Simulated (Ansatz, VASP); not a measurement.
**H: VASP beside Ansatz**

Contents of INCAR:

```
SYSTEM = H
PREC     = Accurate       ! precision mode
ENCUT    = 520            ! plane-wave cutoff, eV
EDIFF    = 1E-7           ! SCF threshold, eV
ISMEAR   = 0              ! smearing method
SIGMA    = 0.02           ! smearing width, eV
LREAL    = .FALSE.        ! projectors in reciprocal space
LASPH    = .TRUE.         ! aspherical terms in the spheres
NELM     = 100            ! most SCF steps
ALGO     = Fast           ! electronic algorithm
ISIF     = 2              ! what is computed and relaxed
LWAVE    = .FALSE.        ! write WAVECAR
LCHARG   = .TRUE.         ! write CHGCAR
GGA      = PE             ! functional
LELF     = .TRUE.         ! ELF
LVHAR    = .TRUE.       
NBANDS   = 10             ! bands
```

Contents of KPOINTS:

```
regular mesh
0
G
  6 6 6
  0 0 0
```

Contents of POSCAR:

```
H
1.0
    3.7097913310      0.0000000000      0.0000000000
    0.0000000000      3.7097913310      0.0000000000
    0.2742707744      0.0000000000      4.5711795732
H
4
Direct
    0.0004712636      0.0000000000      0.9180072811
   -0.0004712636      0.0000000000      0.0819927189
    0.5004712636      0.5000000000      0.4180072811
    0.4995287364      0.5000000000      0.5819927189
```

Input for Ansatz:

```yaml
crystal:
  lattice:
    - [3.709791331, 0.0, 0.0]
    - [0.0, 3.709791331, 0.0]
    - [0.2742707744, 0.0, 4.5711795732]
  atoms:
    - { symbol: H, position: [0.0004712636, 0.0, 0.9180072811] }
    - { symbol: H, position: [-0.0004712636, 0.0, 0.0819927189] }
    - { symbol: H, position: [0.5004712636, 0.5, 0.4180072811] }
    - { symbol: H, position: [0.4995287364, 0.5, 0.5819927189] }
basis:
  ecutwfc: 420
kpoints:
  mp_grid: { grid: [6, 6, 6] }
  band_path: { path: [VBM, CBM], npoints: 2 }
hamiltonian:
  xc: pbe
scf:
  occupations: { method: gaussian, width: 0.02 }
output:
  forces: true
  stress: true
  eigenvalues: true
checkpoint:
  read: start.run
  write: ck
  compress: false
  write_wavefunctions: false
  write_every: 100000
```

Alike in both runs: task single point; functional PBE; k mesh 6 × 6 × 6; occupations gaussian, width 0.02 eV; no spin polarisation.

|  | VASP | Ansatz |
| --- | --- | --- |
| version | VASP 6.6.1 | Ansatz 0.2.0 |
| potentials or method | VASP PAW PBE potentials, release 64 (H) | scalar-relativistic, plane waves, PAW |
| plane-wave cutoff (eV) | 520 | 420 |
| valence electrons in the cell | 4 | 4 |

```tsv
	VASP	Ansatz	Ansatz less VASP
gap on the k mesh at the Fermi level (eV)	9.10	9.10	-0.001
least direct gap on the mesh (eV)	9.49	9.49	-0.001
pressure (GPa)	-0.2	0.0	+0.16
rms of the force components (eV/Å)	0.007	0.001	-0.0061
```

Atom by atom the forces differ by 0.006 eV/Å (rms over components).

A k mesh can miss the band edges. As with any semilocal functional, this PBE gap is likely too small.
